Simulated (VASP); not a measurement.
# TiO2 (Anatase) (I4_1/amd) in VASP: single point with PBE

Aim: the single point of TiO2 (Anatase) with PBE.

All numbers are computed with VASP 6.6.1; they aren't measurements. Logs are shortened: lines on timing, memory, paths and dates and some standing lists are left out, and cuts for length are marked.

## 1. The crystal as given

It takes space group I4_1/amd (No. 141, tetragonal). The conventional cell has a = 3.784 Å, b = 3.784 Å, c = 9.515 Å, α = 90.00°, β = 90.00°, γ = 90.00°. Ti (site symmetry -4m2) is surrounded by 6 O at 1.93 to 1.98 Å. O (site symmetry 2mm) is surrounded by 3 Ti at 1.93 to 1.98 Å.

## 2. Single point, PBE

The input, INCAR:

```
ALGO     = Fast           # electronic algorithm
EDIFF    = 1E-6           # SCF threshold, eV
ENCUT    = 520            # plane-wave cutoff, eV
GGA      = PE             # functional
ISIF     = 2              # what is computed and relaxed
ISMEAR   = 0              # smearing method
LASPH    = T              # aspherical terms in the spheres
LCHARG   = F              # write CHGCAR
LREAL    = F              # projectors in reciprocal space
LWAVE    = F              # write WAVECAR
NBANDS   = 33             # bands
NELM     = 80             # most SCF steps
PREC     = Accurate       # precision mode
SIGMA    = 0.012          # smearing width, eV
```

The input, KPOINTS:

```
k-points
0
Gamma
  10 10 10
```

The input, POSCAR:

```
TiO2
1.0
   -1.8921000000      1.8921000000      4.7573000000
    1.8921000000     -1.8921000000      4.7573000000
    1.8921000000      1.8921000000     -4.7573000000
Ti O
2 4
Direct
    0.7500000000      0.2500000000      0.5000000000
    0.0000000000      0.0000000000      0.0000000000
    0.7919000000      0.7919000000      0.0000000000
    0.5419000000      0.0419000000      0.5000000000
    0.9581000000      0.4581000000      0.5000000000
    0.2081000000      0.2081000000      0.0000000000
```

Potentials or basis: VASP PAW PBE potentials, release 64 (Ti_sv, O).

Started as:

```console
$ cat potpaw_PBE.64/Ti_sv/POTCAR potpaw_PBE.64/O/POTCAR > POTCAR
$ mpirun -np 1 vasp_std > vasp.out
```

OUTCAR:

```text
EDIFF = 1E-6
   ENCUT = 520
   GGA = PE
   ISIF = 2
   ISMEAR = 0
   LASPH = T
   LREAL = F
   NELM = 80
   PREC = Accurate

 ion  position               nearest neighbor table
   1  0.750  0.250  0.500-   3 1.93   6 1.93   3 1.93   6 1.93   5 1.98   4 1.98
   2  0.000  0.000  0.000-   4 1.93   5 1.93   4 1.93   5 1.93   3 1.98   6 1.98
   3  0.792  0.792  0.000-   1 1.93   1 1.93   2 1.98
   4  0.542  0.042  0.500-   2 1.93   2 1.93   1 1.98
   5  0.958  0.458  0.500-   2 1.93   2 1.93   1 1.98
   6  0.208  0.208  0.000-   1 1.93   1 1.93   2 1.98

  LATTYP: Found a body centered tetragonal cell.
 ALAT       =     3.7842000000
 C/A-ratio  =     2.5142962846

  Lattice vectors:

 A1 = (  -1.8921000000,   1.8921000000,   4.7573000000)
 A2 = (   1.8921000000,  -1.8921000000,   4.7573000000)
 A3 = (   1.8921000000,   1.8921000000,  -4.7573000000)

Analysis of symmetry for initial positions (statically):
=====================================================================
 Subroutine PRICEL returns:
 Original cell was already a primitive cell.

 Routine SETGRP: Setting up the symmetry group for a
 body centered tetragonal supercell.

 Subroutine GETGRP returns: Found 16 space group operations
 (whereof  8 operations were pure point group operations)
 out of a pool of 16 trial point group operations.

The static configuration has the point symmetry D_2d.
 The point group associated with its full space group is D_4h.

Analysis of symmetry for dynamics (positions and initial velocities):
=====================================================================
 Subroutine PRICEL returns:
 Original cell was already a primitive cell.

 Routine SETGRP: Setting up the symmetry group for a
 body centered tetragonal supercell.

 Subroutine GETGRP returns: Found 16 space group operations
 (whereof  8 operations were pure point group operations)
 out of a pool of 16 trial point group operations.

The dynamic configuration has the point symmetry D_2d.
 The point group associated with its full space group is D_4h.

 Subroutine INISYM returns: Found 16 space group operations
 (whereof  8 operations are pure point group operations),
 and found     1 'primitive' translations

----------------------------------------------------------------------------------------

                                     Primitive cell

  volume of cell :      68.1253

  direct lattice vectors                    reciprocal lattice vectors
    -1.892100000  1.892100000  4.757300000     0.000000000  0.264256646  0.105101633
     1.892100000 -1.892100000  4.757300000     0.264256646  0.000000000  0.105101633
     1.892100000  1.892100000 -4.757300000     0.264256646  0.264256646  0.000000000

  length of vectors
     5.458203744  5.458203744  5.458203744     0.284390450  0.284390450  0.373715333

  position of ions in fractional coordinates (direct lattice)
     0.750000000  0.250000000  0.500000000
     0.000000000  0.000000000  0.000000000
     0.791900000  0.791900000  0.000000000
     0.541900000  0.041900000  0.500000000
     0.958100000  0.458100000  0.500000000
     0.208100000  0.208100000  0.000000000

  ion indices of the primitive-cell ions
   primitive index   ion index
                 1           1
                 2           2
                 3           3
                 4           4
                 5           5
                 6           6

----------------------------------------------------------------------------------------

 KPOINTS: k-points

Automatic generation of k-mesh.
 Grid dimensions read from file:
 generate k-points for:   10   10   10

 Generating k-lattice:

  Cartesian coordinates                     Fractional coordinates (reciprocal lattice)
     0.000000000  0.026425665  0.010510163     0.100000000  0.000000000  0.000000000
     0.026425665  0.000000000  0.010510163     0.000000000  0.100000000  0.000000000
     0.026425665  0.026425665  0.000000000     0.000000000  0.000000000  0.100000000

  Length of vectors
     0.028439045  0.028439045  0.037371533

  Shift w.r.t. Gamma in fractional coordinates (k-lattice)
     0.000000000  0.000000000  0.000000000

 Subroutine IBZKPT returns following result:
 ===========================================

 Found    102 irreducible k-points:

 Following reciprocal coordinates:
            Coordinates               Weight
  0.000000  0.000000  0.000000      1.000000
  0.100000 -0.000000  0.000000      8.000000
  0.200000 -0.000000  0.000000      8.000000
  0.300000 -0.000000  0.000000      8.000000
  0.400000  0.000000  0.000000      8.000000
  0.500000  0.000000  0.000000      4.000000
[... 16 lines left out ...]
  0.300000  0.300000  0.000000      8.000000
  0.400000  0.300000  0.000000     16.000000
 [... further k-points ...]
   k-points           NKPTS =    102   k-points in BZ     NKDIM =    102   number of bands    NBANDS=     33
   number of dos      NEDOS =    301   number of ions     NIONS =      6
   total plane-waves  NPLWV =  74088
   dimension x,y,z NGX =    42 NGY =   42 NGZ =   42
   dimension x,y,z NGXF=    84 NGYF=   84 NGZF=   84
   ions per type =               2   4
   NGX,Y,Z   is equivalent  to a cutoff of  12.79, 12.79, 12.79 a.u.
   NGXF,Y,Z  is equivalent  to a cutoff of  25.58, 25.58, 25.58 a.u.
 SYSTEM =  unknown system
   PREC   = accura    normal or accurate (medium, high low for compatibility)
   ISTART =      0    job   : 0-new  1-cont  2-samecut
   ICHARG =      2    charge: 1-file 2-atom 10-const
   ISPIN  =      1    spin polarized calculation?
   LNONCOLLINEAR =      F non collinear calculations
   LSORBIT =      F    spin-orbit coupling
   LASPH  =      T    aspherical Exc in radial PAW
   ENCUT  =  520.0 eV  38.22 Ry    6.18 a.u.  10.15 10.15 10.15*2*pi/ulx,y,z
   NELM   =     80;   NELMIN=  2; NELMDL= -5     # of ELM steps
   EDIFF  = 0.1E-05   stopping-criterion for ELM
   LREAL  =      F    real-space projection
   EDIFFG = 0.1E-04   stopping-criterion for IOM
   NSW    =      0    number of steps for IOM
   IBRION =     -1    ionic relax: 0-MD 1-quasi-New 2-CG
   NFREE  =      0    steps in history (QN), initial steepest desc. (CG)
   ISIF   =      2    stress and relaxation
   ISYM   =      2    0-nonsym 1-usesym 2-fastsym
   POTIM  = 0.5000    time-step for ionic-motion
   TEBEG  =    0.0;   TEEND  =   0.0 temperature during run
   PSTRESS=    0.0 pullay stress
   NELECT =      48.0000    total number of electrons
   NUPDOWN=      -1.0000    fix difference up-down
   EMIN   =  10.00;   EMAX   =-10.00  energy-range for DOS
   EFERMI =   0.00;   METHOD = LEGACY
   ISMEAR =     0;   SIGMA  =   0.01  broadening in eV -4-tet -1-fermi 0-gaus
   EFERMI_NEDOS =   21; number of points for ismear=-14 and -15
   IALGO  =     68    algorithm
   IMIX   =      4    mixing-type and parameters
     AMIX     =   0.40;   BMIX     =  1.00
     AMIX_MAG =   1.60;   BMIX_MAG =  1.00
  volume/ion in A,a.u.               =      11.35        76.62
  Fermi-wavevector in a.u.,A,eV,Ry     =   1.456752  2.752862 28.873289  2.122127
  Thomas-Fermi vector in A             =   2.573634
   LORBIT       =      0    0 simple, 1 ext, 2 COOP (PROOUT), +10 PAW based schemes
   GGA     = PE    functional components
   LHFCALC =     F    Hartree Fock is set to
   AEXX    =    0.0000 exact exchange contribution
   IVDW    =     0    specifies the selected vdW correction
   LEPSILON=     F    determine dielectric tensor
   LRPA    =     F    only Hartree local field effects (RPA)
 non-spin polarized calculation
 RMM-DIIS sequential band-by-band and
 Gauss-broadening in eV      SIGMA  =   0.01
  energy-cutoff  :      520.00
  volume of cell :       68.13
 maximum number of plane-waves:      1850
 NGX is ok and might be reduce to    42
   NGX = 21   NGY = 21   NGZ = 21

 number of electron      47.9999989 magnetization

 Free energy of the ion-electron system (eV)
  ---------------------------------------------------
  ext. energy  EPLUGINS =         0.00000000
  ---------------------------------------------------
  free energy    TOTEN  =       -53.82579146 eV

  energy without entropy =      -53.82579146  energy(sigma->0) =      -53.82579146

 E-fermi :   3.5796     XC(G=0): -10.7368

 val. band max:        3.3925762121   @ k =  -0.4000   0.4000   0.0000
 cond. band min:       5.5046788643   @ k =   0.0000   0.0000   0.0000
 fundamental gap:      2.1121026522
 Fermi energy:         3.5795794182

 k-point     1 :       0.0000    0.0000    0.0000
  band No.  band energies     occupation
      1     -52.9931      2.00000
      2     -52.9325      2.00000
      3     -29.4601      2.00000
      4     -29.2187      2.00000
      5     -29.2187      2.00000
      6     -29.1468      2.00000
[... 25 lines left out ...]
     32       8.7118      0.00000
     33      10.9329      0.00000

 k-point     2 :       0.1000   -0.0000    0.0000
  band No.  band energies     occupation
      1     -52.9918      2.00000
      2     -52.9334      2.00000
      3     -29.4573      2.00000
      4     -29.2318      2.00000
      5     -29.2196      2.00000
      6     -29.1520      2.00000
[... 25 lines left out ...]
     32       8.8360      0.00000
     33      11.1898      0.00000

 k-point     3 :       0.2000   -0.0000    0.0000
  band No.  band energies     occupation
      1     -52.9881      2.00000
      2     -52.9360      2.00000
      3     -29.4501      2.00000
      4     -29.2647      2.00000
      5     -29.2220      2.00000
      6     -29.1645      2.00000
[... 25 lines left out ...]
     32       9.1442      0.00000
     33      11.7773      0.00000

 k-point     4 :       0.3000   -0.0000    0.0000
  band No.  band energies     occupation
      1     -52.9830      2.00000
      2     -52.9397      2.00000
      3     -29.4414      2.00000
      4     -29.3042      2.00000
      5     -29.2246      2.00000
      6     -29.1763      2.00000
[... 25 lines left out ...]
     32       9.3900      0.00000
     33      12.6064      0.00000

 k-point     5 :       0.4000    0.0000    0.0000
  band No.  band energies     occupation
      1     -52.9780      2.00000
      2     -52.9436      2.00000
      3     -29.4338      2.00000
      4     -29.3371      2.00000
      5     -29.2265      2.00000
      6     -29.1820      2.00000
[... 604 lines left out ...]
 k-point    22 :      -0.2000    0.2000    0.0000
  band No.  band energies     occupation
      1     -52.9858      2.00000
      2     -52.9368      2.00000
      3     -29.4561      2.00000
      4     -29.2823      2.00000
      5     -29.2402      2.00000
      6     -29.1841      2.00000
[... 25 lines left out ...]
     32       9.8715      0.00000
     33      12.4364      0.00000

 k-point    23 :       0.3000    0.3000    0.0000
  band No.  band energies     occupation
      1     -52.9704      2.00000
      2     -52.9494      2.00000
      3     -29.4148      2.00000
      4     -29.3570      2.00000
      5     -29.2632      2.00000
      6     -29.2160      2.00000
[... 25 lines left out ...]
     32       9.9998      0.00000
     33      13.9254      0.00000

 k-point    24 :       0.4000    0.3000    0.0000
  band No.  band energies     occupation
      1     -52.9665      2.00000
      2     -52.9521      2.00000
      3     -29.4178      2.00000
      4     -29.3785      2.00000
      5     -29.2649      2.00000
      6     -29.2321      2.00000
[... 25 lines left out ...]
     32       9.9280      0.00000
     33      10.7767      0.00000

 [... further k-points ...]
[... 5 lines left out ...]
  --------------------------------------------------------------------------------------
  -------------------------------------------------------------------------------------
  Total        2.3129498      2.3129498      2.8991801      0.0000000      0.0000000      0.0000000
  in kB       54.3961408     54.3961408     68.1831522      0.0000000      0.0000000      0.0000000
  external PRESSURE =      58.9918113 kB  Pullay stress =       0.0000000 kB

 VOLUME and BASIS-vectors are now :
 -----------------------------------------------------------------------------
  energy-cutoff  :      520.00
  volume of cell :       68.13
      direct lattice vectors                 reciprocal lattice vectors
    -1.892100000  1.892100000  4.757300000     0.000000000  0.264256646  0.105101633
     1.892100000 -1.892100000  4.757300000     0.264256646  0.000000000  0.105101633
     1.892100000  1.892100000 -4.757300000     0.264256646  0.264256646  0.000000000

 POSITION                                       TOTAL-FORCE (eV/Angst)
 -----------------------------------------------------------------------------------
      0.00000      1.89210      2.37865        -0.000000     -0.000000     -0.000000
      0.00000      0.00000      0.00000        -0.000000     -0.000000     -0.000000
      0.00000      0.00000      7.53461         0.000000     -0.000000     -0.124675
      0.00000      1.89210      0.39866        -0.000000      0.000000     -0.124675
      0.00000      1.89210      4.35864        -0.000000      0.000000      0.124675
      0.00000      0.00000      1.97999         0.000000     -0.000000      0.124675
 -----------------------------------------------------------------------------------
    total drift:                                0.000000      0.000000      0.000000

  FREE ENERGIE OF THE ION-ELECTRON SYSTEM (eV)
  ---------------------------------------------------
  free  energy   TOTEN  =       -53.8257914641 eV

  energy  without entropy=      -53.8257914641  energy(sigma->0) =      -53.82579146
```

It took 10 min on 1 thread of AMD EPYC 9R45 (Zen 5), shared host; peak memory 0.34 GiB.

Results:

- Free energy: -53.8258 eV
- Pressure: 5.9 GPa
- Largest force: 0.125 eV/Å
- Band gap on the k mesh: 2.11 eV, indirect (least direct gap 2.44 eV)

Forces on the atoms (eV/Å):
```
Ti   0.000  0.000  0.000
Ti   0.000  0.000  0.000
O    0.000  0.000 -0.125
O    0.000  0.000 -0.125
O    0.000  0.000  0.125
O    0.000  0.000  0.125
```

## 3. For comparison

An earlier run on the cell as given: functional PBEsol; potentials or basis VASP PAW PBE potentials, release 64 (Ti_sv, O); cutoff 520 eV; k mesh 10 × 10 × 10; occupations fermi-dirac, width 0.05 eV; no spin polarisation.

- Pressure: -0.4 GPa
- Largest force: 0.012 eV/Å
- Band gap on the k mesh: 2.06 eV, indirect (least direct gap 2.40 eV)
